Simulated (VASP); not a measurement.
Output of a VASP run:

### OUTCAR
```
 ion  position               nearest neighbor table
   1  0.000  0.000  0.000-   3 2.02   6 2.02   5 2.04   4 2.04   4 2.04   5 2.04
   2  0.500  0.500  0.500-   4 2.02   5 2.02   3 2.04   6 2.04   3 2.04   6 2.04
   3  0.303  0.303  0.000-   1 2.02   2 2.04   2 2.04
   4  0.803  0.197  0.500-   2 2.02   1 2.04   1 2.04
   5  0.197  0.803  0.500-   2 2.02   1 2.04   1 2.04
   6  0.697  0.697  0.000-   1 2.02   2 2.04   2 2.04
  LATTYP: Found a simple tetragonal cell.
 ALAT       =     4.7158114589
 C/A-ratio  =     0.6603562953
 Subroutine PRICEL returns:
 Original cell was already a primitive cell.
 Subroutine GETGRP returns: Found 16 space group operations
The static configuration has the point symmetry D_2h.
 The point group associated with its full space group is D_4h.
The dynamic configuration has the point symmetry D_2h.
 Subroutine INISYM returns: Found 16 space group operations
 Subroutine IBZKPT returns following result:
 Found     24 irreducible k-points:

 Following reciprocal coordinates:
            Coordinates               Weight
  0.000000  0.000000  0.000000      1.000000
  0.200000  0.000000  0.000000      4.000000
  0.400000  0.000000  0.000000      4.000000
  0.200000  0.200000  0.000000      4.000000
  0.400000  0.200000  0.000000      8.000000
  0.400000  0.400000  0.000000      4.000000
  0.000000  0.000000  0.142857      2.000000
  0.200000  0.000000  0.142857      8.000000
  0.400000  0.000000  0.142857      8.000000
  0.200000  0.200000  0.142857      8.000000
  0.400000  0.200000  0.142857     16.000000
  0.400000  0.400000  0.142857      8.000000
  0.000000  0.000000  0.285714      2.000000
  0.200000  0.000000  0.285714      8.000000
  0.400000  0.000000  0.285714      8.000000
  0.200000  0.200000  0.285714      8.000000
  0.400000  0.200000  0.285714     16.000000
  0.400000  0.400000  0.285714      8.000000
  0.000000  0.000000  0.428571      2.000000
  0.200000  0.000000  0.428571      8.000000
  0.400000  0.000000  0.428571      8.000000
  0.200000  0.200000  0.428571      8.000000
  0.400000  0.200000  0.428571     16.000000
  0.400000  0.400000  0.428571      8.000000
   k-points           NKPTS =     24   k-points in BZ     NKDIM =     24   number of bands    NBANDS=     20
   number of dos      NEDOS =    301   number of ions     NIONS =      6
   total plane-waves  NPLWV =  31104
   dimension x,y,z NGX =    36 NGY =   36 NGZ =   24
   dimension x,y,z NGXF=    72 NGYF=   72 NGZF=   48
   ions per type =               2   4
   PREC   = accura    normal or accurate (medium, high low for compatibility)
   ISTART =      0    job   : 0-new  1-cont  2-samecut
   ICHARG =      2    charge: 1-file 2-atom 10-const
   ISPIN  =      1    spin polarized calculation?
   LNONCOLLINEAR =      F non collinear calculations
   LSORBIT =      F    spin-orbit coupling
   INIWAV =      1    electr: 0-lowe 1-rand  2-diag
   ENCUT  =  520.0 eV  38.22 Ry    6.18 a.u.   8.77  8.77  5.79*2*pi/ulx,y,z
   NELM   =    100;   NELMIN=  2; NELMDL= -5     # of ELM steps
   EDIFF  = 0.1E-06   stopping-criterion for ELM
   LREAL  =      F    real-space projection
   NLSPLINE    = F    spline interpolate recip. space projectors
   LMAXMIX     =    2 max onsite mixed and CHGCAR
   VOSKOWN=      0    Vosko Wilk Nusair interpolation
   EDIFFG = -.1E-01   stopping-criterion for IOM
   NSW    =     30    number of steps for IOM
   NBLOCK =      1;   KBLOCK =     30    inner block; outer block
   IBRION =      2    ionic relax: 0-MD 1-quasi-New 2-CG
   NFREE  =      1    steps in history (QN), initial steepest desc. (CG)
   ISIF   =      4    stress and relaxation
   ISYM   =      2    0-nonsym 1-usesym 2-fastsym
   TEIN   =    0.0    initial temperature
   TEBEG  =    0.0;   TEEND  =   0.0 temperature during run
   SMASS  =  -3.00    Nose mass-parameter (am)
   PSTRESS=    0.0 pullay stress
   NELECT =      32.0000    total number of electrons
   EFERMI =   0.00;   METHOD = LEGACY
   ISMEAR =     0;   SIGMA  =   0.05  broadening in eV -4-tet -1-fermi 0-gaus
...
```

OSZICAR:
```
       N       E                     dE             d eps       ncg     rms          rms(c)
DAV:   1     0.199789020125E+03    0.19979E+03   -0.17918E+04   992   0.149E+03
DAV:   2    -0.248958019967E+02   -0.22468E+03   -0.21663E+03  1272   0.332E+02
DAV:   3    -0.346544936629E+02   -0.97587E+01   -0.97371E+01  1124   0.733E+01
DAV:   4    -0.347172389308E+02   -0.62745E-01   -0.62726E-01  1104   0.682E+00
DAV:   5    -0.347176430366E+02   -0.40411E-03   -0.40409E-03  1096   0.555E-01    0.897E+00
DAV:   6    -0.325325473291E+02    0.21851E+01   -0.93729E+00  1100   0.230E+01    0.305E+00
DAV:   7    -0.325269996517E+02    0.55477E-02   -0.80097E-02  1020   0.236E+00    0.185E+00
DAV:   8    -0.325406325955E+02   -0.13633E-01   -0.47946E-02  1088   0.261E+00    0.162E-01
DAV:   9    -0.325415034761E+02   -0.87088E-03   -0.29312E-03  1104   0.395E-01    0.727E-02
DAV:  10    -0.325416379147E+02   -0.13444E-03   -0.24567E-04  1072   0.130E-01    0.845E-03
DAV:  11    -0.325416400942E+02   -0.21794E-05   -0.13973E-05  1092   0.310E-02    0.675E-03
DAV:  12    -0.325416403246E+02   -0.23049E-06   -0.55567E-06  1076   0.190E-02    0.125E-03
DAV:  13    -0.325416403210E+02    0.36530E-08   -0.20349E-07   704   0.387E-03
   1 F= -.32541640E+02 E0= -.32541640E+02  d E =-.325416E+02
       N       E                     dE             d eps       ncg     rms          rms(c)
DAV:   1    -0.325429129476E+02   -0.12726E-02   -0.66067E-01   960   0.754E+00    0.228E-01
DAV:   2    -0.325436925701E+02   -0.77962E-03   -0.13565E-02  1100   0.989E-01    0.123E-01
DAV:   3    -0.325434232199E+02    0.26935E-03   -0.19736E-04  1096   0.167E-01    0.482E-02
DAV:   4    -0.325433784810E+02    0.44739E-04   -0.10811E-04  1092   0.111E-01    0.804E-03
DAV:   5    -0.325433795282E+02   -0.10473E-05   -0.13166E-05  1060   0.290E-02    0.548E-03
DAV:   6    -0.325433795087E+02    0.19553E-07   -0.37151E-07  1008   0.708E-03
   2 F= -.32543380E+02 E0= -.32543380E+02  d E =-.173919E-02
       N       E                     dE             d eps       ncg     rms          rms(c)
DAV:   1    -0.325434166959E+02   -0.37168E-04   -0.10731E+00   960   0.960E+00    0.291E-01
DAV:   2    -0.325446815992E+02   -0.12649E-02   -0.22050E-02  1096   0.126E+00    0.157E-01
DAV:   3    -0.325442424093E+02    0.43919E-03   -0.32601E-04  1096   0.214E-01    0.617E-02
DAV:   4    -0.325441688045E+02    0.73605E-04   -0.17560E-04  1092   0.141E-01    0.103E-02
DAV:   5    -0.325441705246E+02   -0.17201E-05   -0.21478E-05  1052   0.370E-02    0.702E-03
DAV:   6    -0.325441705006E+02    0.23978E-07   -0.60870E-07  1092   0.903E-03
   3 F= -.32544171E+02 E0= -.32544171E+02  d E =-.253018E-02
```

File OUTCAR:
```
------------------------ aborting loop because EDIFF is reached ----------------------------------------
  FORCE on cell =-STRESS in cart. coord.  units (eV):
  Direction    XX          YY          ZZ          XY          YZ          ZX
  --------------------------------------------------------------------------------------
  Total       -2.2073931     -2.2073931     -2.2110477     -0.0000000      0.0000000      0.0000000
  in kB      -51.0672693    -51.0672693    -51.1518181     -0.0000000      0.0000000      0.0000000
  external PRESSURE =     -51.0954523 kB  Pullay stress =       0.0000000 kB
  volume of cell :       69.25
      direct lattice vectors                 reciprocal lattice vectors
     4.725797750  0.000000000  0.000000000     0.211604485  0.000000000  0.000000000
    -0.000000000  4.725797750  0.000000000    -0.000000000  0.211604485  0.000000000
     0.000000000  0.000000000  3.100968540     0.000000000  0.000000000  0.322479892
 POSITION                                       TOTAL-FORCE (eV/Angst)
 -----------------------------------------------------------------------------------
      0.00000      0.00000      0.00000         0.000000      0.000000     -0.000000
      2.36290      2.36290      1.55048         0.000000      0.000000     -0.000000
      1.43937      1.43937      0.00000        -0.000121     -0.000121      0.000000
      3.80227      0.92353      1.55048        -0.000121      0.000121     -0.000000
      0.92353      3.80227      1.55048         0.000121     -0.000121     -0.000000
      3.28642      3.28642      0.00000         0.000121      0.000121     -0.000000
 -----------------------------------------------------------------------------------
    total drift:                                0.000000     -0.000000     -0.000000
  FREE ENERGIE OF THE ION-ELECTRON SYSTEM (eV)
  ---------------------------------------------------
  free  energy   TOTEN  =       -32.5441705006 eV

  energy  without entropy=      -32.5441705006  energy(sigma->0) =      -32.54417050

 reached required accuracy - stopping structural energy minimisation
```
(Selected blocks of OUTCAR.)

POSCAR:
```
MgF2
1
    4.7158114589     0.0000000000     0.0000000000
    0.0000000000     4.7158114589     0.0000000000
    0.0000000000     0.0000000000     3.1141157845
Mg F
2 4
Direct
  1.0000000000   0.0000000000   0.0000000000
  0.5000000000   0.5000000000   0.5000000000
  0.3030863562   0.3030863562   0.0000000000
  0.8030863562   0.1969136438   0.5000000000
  0.1969136438   0.8030863562   0.5000000000
  0.6969136438   0.6969136438   0.0000000000
```

### Question
Write an INCAR and KPOINTS that could have produced this output.

### Answer
One answer among several that fit: the input of the run itself, PBEsol GGA, plane waves, VASP's PBE PAW potentials (set 64).

**KPOINTS**
```
kpoints
0
G
 5 5 7
0 0 0
```

**INCAR**
```
# general
SYSTEM = MgF2
PREC   = Accurate
ENCUT  = 520
LREAL  = F
LASPH  = T

# electronic loop
EDIFF  = 1E-7
NELM   = 100
ALGO   = Normal

# smearing
ISMEAR = 0
SIGMA  = 0.05

# functional
GGA    = PS

# ions
IBRION = 2
NSW    = 30
ISIF   = 4
EDIFFG = -0.01

# output
LWAVE  = F
LCHARG = F
```

POTCAR, in this order: Mg F (PBE.64 set). Program: vasp_std.

The compound is MgF2 in the rutile structure. This cell is one point of a volume scan, at 1.06 of the reference volume. Symmetry was kept, so distortions that lower it aren't found.
